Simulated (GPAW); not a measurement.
# Ga (I4/mmm) in GPAW: a series of runs, part 2 of 2

GPAW 26.7.0.

**3. Band structure, PBEsol**

run.py

```python
from ase import Atoms
from ase.dft.bandgap import bandgap
from ase.io import write
from ase.units import GPa
from gpaw import GPAW, PW, setup_paths

setup_paths.insert(0, '.')

atoms = Atoms(['Ga'],
              cell=[[-1.3843987196, 1.3843987196, 2.3112238365],
                    [1.3843987196, -1.3843987196, 2.3112238365],
                    [1.3843987196, 1.3843987196, -2.3112238365]],
              scaled_positions=[[0.0, 0.0, 0.0]],
              pbc=True)

calc = GPAW(mode=PW(600),
            xc='PBEsol',
            kpts={'size': (13, 13, 13), 'gamma': True},
            occupations={'name': 'fermi-dirac', 'width': 0.05},
            nbands=7,
            convergence={'density': 1e-05, 'energy': 1e-05},
            maxiter=150,
            txt='gpaw.txt')
atoms.calc = calc
energy = atoms.get_potential_energy()
forces = atoms.get_forces()
stress = atoms.get_stress()
calc.write('gs.gpw')
write('result.traj', atoms)
print(f'Energy: {energy:.6f} eV')
print('Forces (eV/A):')
print(forces.round(4))
print('Stress (GPa):', (stress / GPa).round(3))
print('Fermi level:', round(calc.get_fermi_level(), 4), 'eV')
print(f'Gap: {bandgap(calc)[0]:.4f} eV, direct: {bandgap(calc, direct=True)[0]:.4f} eV')

path = atoms.cell.bandpath('GXYSGZS1NPY1Z,XP', npoints=80, eps=1e-4)
bs_calc = calc.fixed_density(kpts=path, symmetry='off', nbands=13,
                             convergence={'bands': 'CBM+6.0', 'eigenstates': 1e-6}, txt='bands.txt')
bs = bs_calc.band_structure()
bs.write('bs.json')
print(f'Gap on the path: {bandgap(bs_calc)[0]:.4f} eV')
```

Potentials or basis: PAW data sets generated in the run's folder for this functional, pw.

Run with:

```sh
$ gpaw-setup -f PBEsol Ga
$ OMP_NUM_THREADS=1 python run.py
```

gpaw.txt:

```text
__  _  _
 | _ |_)|_||  |
 |__||  | ||/\| - 26.7.0

Input parameters:
  mode=PW(ecut=600.0),
  convergence={'density': 1e-05, 'energy': 1e-05},
  kpts=MonkhorstPack(size=(13, 13, 13), gamma=True),
  maxiter=150,
  nbands=7,
  occupations=Occupations(name='fermi-dirac', width=0.05),
  xc=XC(name='PBEsol')

Diagonalizing LCAO Hamiltonian
Converting LCAO to pw mode

       Ga

Atoms  # Å, Bohr magnetons
|   | symbol |        x |        y |        z |    initial magnetic moments |
|---|--------|----------|----------|----------|-----------------------------|
| 0 |     Ga | 0.000000 | 0.000000 | 0.000000 | ( 0.0000,  0.0000,  0.0000) |

Unit cell  # Å
| periodic |         x |         y |         z |  lengths |     angles |
|----------|-----------|-----------|-----------|----------|------------|
|      yes | -1.384399 |  1.384399 |  2.311224 | 3.029006 | 125.606528 |
|      yes |  1.384399 | -1.384399 |  2.311224 | 3.029006 | 125.606528 |
|      yes |  1.384399 |  1.384399 | -2.311224 | 3.029006 |  80.535805 |

Number of symmetries: 16
Symmetry operations  # r_c * U_cc + t_c -> r_c
[... 132 lines left out ...]
|iter:   5| |   -3.341741 | -5.88 | -2.91 |
|iter:   6| |   -3.341741c| -6.68 | -3.36 |
|iter:   7| |   -3.341741c| -8.17c| -4.60 |
|iter:   8| |   -3.341741c| -9.17c| -5.07c|

Converged in 8 steps
Energy contributions relative to reference atoms: (reference = -52844.435394)

Energy contributions:
  Kinetic:           9.762701
  Coulomb:          -7.743636
  Zero:              0.004803
  External:          0.000000
  Xc:               -5.364229
  Entropy:          -0.002760
  Spinorbit:         0.000000
  ----------------------------
  Free energy:      -3.343121
  Extrapolated:     -3.341741

dipole moment: (-3.567545, -3.567545, -5.955940)  # |e|*Ang

Fermi level: 6.630
Eigenvalues  # (at kpt = [0.000, 0.000, 0.000])
| band index |      eig [eV] | occ [0-2] |
|------------|---------------|-----------|
|          0 |        -4.844 |     2.000 |
|          1 |        19.415 |     0.000 |
|          2 |        19.753 |     0.000 |
|          3 |        19.753 |     0.000 |
|          4 |        21.558 |     0.000 |
|          5 |        22.576 |     0.000 |
|          6 |        22.576 |     0.000 |

No gap
No difference between direct/indirect transitions

Forces  # eV/Ang
|        x |       y |       z |
|----------|---------|---------|
| -0.00000 | 0.00000 | 0.00000 |  # Ga   0

Stress tensor  # eV/Ang^3
|         x |         y |        z |
|-----------|-----------|----------|
| -0.001677 |  0.000000 | 0.000000 |
|  0.000000 | -0.001677 | 0.000000 |
|  0.000000 |  0.000000 | 0.002039 |

# Writing to gs.gpw (mode='')
```

stdout:

```text
Energy: -3.341741 eV
Forces (eV/A):
[[-0.  0.  0.]]
Stress (GPa): [-0.269 -0.269  0.327  0.     0.     0.   ]
Fermi level: 6.6304 eV
Gap: 0.0000 eV, direct: 0.0000 eV
Gap on the path: 0.0000 eV
```

bands.txt:

```text
Diagonalizing LCAO Hamiltonian
Converting LCAO to pw mode
convergence criteria:
- Maximum integral of absolute [eigenst]ate change: 1e-06 eV^2 / valence electron
maximum number of iterations: 150

SCF iterations
|iter     | |      energy | eigst |  dens |
|---------|-|-------------|-------|-------|
|iter:   1| |             | -0.23 |       |
[... 83 lines left out ...]
         [ 0.5       ,  0.5       , -0.46437713],
         [ 0.5       ,  0.5       , -0.5       ],
         [ 0.        ,  0.        ,  0.5       ],
         [ 0.05      ,  0.05      ,  0.45      ],
         [ 0.1       ,  0.1       ,  0.4       ],
         [ 0.15      ,  0.15      ,  0.35      ],
         [ 0.2       ,  0.2       ,  0.3       ],
         [ 0.25      ,  0.25      ,  0.25      ]])),
  maxiter=150,
  nbands=13,
  occupations=Occupations(name='fermi-dirac', width=0.05),
  symmetry=Symmetry(point_group=False, time_reversal=False),
  xc=XC(name='PBEsol')
```

Wall time 26 s (1 thread of Intel Xeon Platinum 8375C at 2.90GHz (Ice Lake), shared host); peak memory 0.18 GiB.

Results:

| Item | Value |
| --- | --- |
| Free energy | -3.3431 eV |
| Pressure | 0.1 GPa |
| Band gap along the path | none (metal or under the smearing width) |

Levels at the corners of the path, in eV from the Fermi level:
| point | band 1 | band 2 | band 3 | band 4 |
| --- | --- | --- | --- | --- |
| Γ | -11.47 | 12.78 | 13.12 | 13.12 |
| X | -1.93 | -0.89 | 3.85 | 5.17 |
| Y | -1.26 | -0.46 | 0.52 | 1.39 |
| S | -3.03 | -1.64 | -1.49 | 9.42 |
| Γ | -11.47 | 12.78 | 13.12 | 13.12 |
| Z | -4.51 | -3.90 | 7.28 | 7.28 |
| S1 | -3.03 | -1.64 | -1.49 | 9.42 |
| N | -4.93 | -4.18 | 8.02 | 11.56 |
| P | -0.21 | 0.00 | 0.00 | 2.35 |
| Y1 | -1.26 | -0.46 | 0.52 | 1.39 |
| Z | -4.51 | -3.90 | 7.28 | 7.28 |
| X | -1.93 | -0.89 | 3.85 | 5.17 |
| P | -0.21 | 0.00 | 0.00 | 2.35 |

**4. Band structure, PBEsol, spin-orbit coupling, no magnetisation**

run.py, as its differences from that of step 3:

```diff
@@ -1 +1,2 @@
+import numpy as np
 from ase import Atoms
@@ -5,2 +6,3 @@
 from gpaw import GPAW, PW, setup_paths
+from gpaw.spinorbit import soc_eigenstates
 
@@ -42 +44,7 @@
 print(f'Gap on the path: {bandgap(bs_calc)[0]:.4f} eV')
+
+soc = soc_eigenstates(bs_calc, theta=90, phi=0)
+np.savetxt('soc_bands.dat', soc.eigenvalues(), fmt='%.4f')
+mesh = soc_eigenstates('gs.gpw', theta=90, phi=0)
+np.savetxt('soc_mesh.dat', mesh.eigenvalues(), fmt='%.4f')
+print('Fermi level with spin-orbit coupling:', round(mesh.fermi_level, 4), 'eV')
```

Run with:

```sh
$ gpaw-setup -f PBEsol Ga
$ OMP_NUM_THREADS=1 python run.py
```

Wall time 25 s (1 thread of Intel Xeon Platinum 8375C at 2.90GHz (Ice Lake), shared host); peak memory 0.21 GiB.

The run converged. Its results:

```yaml
Free_energy: -3.3431 eV
Pressure: 0.1 GPa
Band_gap_along_the_path: none (metal or under the smearing width)
```

Stress tensor (GPa, compression positive):
```
 0.27  0.00  0.00
 0.00  0.27  0.00
 0.00  0.00 -0.33
```

Levels at the corners of the path, in eV from the Fermi level:
```
point  band 1  band 2  band 3  band 4  band 5  band 6  band 7  band 8
    Γ  -11.47  -11.47   12.63   12.63   13.12   13.12   13.27   13.27
    X   -1.93   -1.93   -0.89   -0.89    3.84    3.84    5.18    5.18
    Y   -1.26   -1.26   -0.46   -0.46    0.52    0.52    1.40    1.40
    S   -3.02   -3.02   -1.66   -1.66   -1.47   -1.47    9.42    9.42
    Γ  -11.47  -11.47   12.63   12.63   13.12   13.12   13.27   13.27
    Z   -4.50   -4.50   -3.90   -3.90    7.19    7.19    7.38    7.38
   S1   -3.02   -3.02   -1.66   -1.66   -1.47   -1.47    9.42    9.42
    N   -4.93   -4.93   -4.18   -4.18    8.02    8.02   11.56   11.56
    P   -0.21   -0.21   -0.07   -0.07    0.06    0.06    2.35    2.35
   Y1   -1.26   -1.26   -0.46   -0.46    0.52    0.52    1.40    1.40
    Z   -4.50   -4.50   -3.90   -3.90    7.19    7.19    7.38    7.38
    X   -1.93   -1.93   -0.89   -0.89    3.84    3.84    5.18    5.18
    P   -0.21   -0.21   -0.07   -0.07    0.06    0.06    2.35    2.35
```

Caveat: spin-orbit coupling was added after a scalar SCF, so levels and gaps hold it while energy, forces, pressure and moments don't; this program's spin-orbit splittings come out too wide for heavy elements.

**5. Overview**

| task | level | spin | cell | k mesh | cutoff (eV) | convergence | supercell | supercell k mesh | displacement | relaxed first | pressure (GPa) |
| --- | --- | --- | --- | --- | --- | --- | --- | --- | --- | --- | --- |
| phonons | PBEint | off | relaxed | 11 × 11 × 11 | 510 | density=1e-06 eigenstates=1e-09 | 2 × 2 × 2 | 6 × 6 × 6 | 0.02 | cell | 0.0 |
| band structure | PBEsol | off | as given | 13 × 13 × 13 | 600 | - | - | - | - | - | 0.1 |
| band structure | PBEsol | SOC, no magnetisation | as given | 13 × 13 × 13 | 600 | - | - | - | - | - | 0.1 |

Alike in all rows: potentials or basis PAW data sets generated in the run's folder for this functional, pw; smearing fermi-dirac 0.05 eV.

Caveats: the cutoff is short for stress and forces, so pressures can be off by a GPa or more (some runs); phonon bands are interpolated from a small supercell (some runs); spin-orbit coupling was added after a scalar SCF, so levels and gaps hold it while energy, forces, pressure and moments don't (some runs); this program's spin-orbit splittings come out too wide for heavy elements (some runs).

Absolute energies hang on the potentials; compare differences alone.
